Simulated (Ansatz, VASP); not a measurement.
## Ge: VASP beside Ansatz

```
Ge
1.0
    -2.54211    2.54211    1.38573
     2.54211   -2.54211    1.38573
     2.54211    2.54211   -1.38573
Ge
2
Direct
  0.25000 0.75000 0.50000
  0.50000 0.50000 0.00000
```

Alike in both runs: functional LDA; k mesh 16 × 16 × 16; occupations gaussian, width 0.1 eV; no spin polarisation.

Ansatz relaxed the structure, and its values are those at the end. VASP's run is a single point on that final structure, the one shown.

|  | VASP | Ansatz |
| --- | --- | --- |
| version | VASP 6.6.1 | Ansatz 0.2.0 |
| potentials or method | VASP PAW LDA potentials, release 64 (Ge_d) | scalar-relativistic, plane waves, PAW |
| plane-wave cutoff (eV) | 520 | 420 |
| valence electrons in the cell | 28 | 28 |

|  | VASP | Ansatz | Ansatz less VASP |
| --- | --- | --- | --- |
| gap on the k mesh at the Fermi level (eV) | none | none | - |
| pressure (GPa) | 0.1 | 0.0 | -0.05 |

A gap of «none» marks a metal or a gap that the smearing closes.
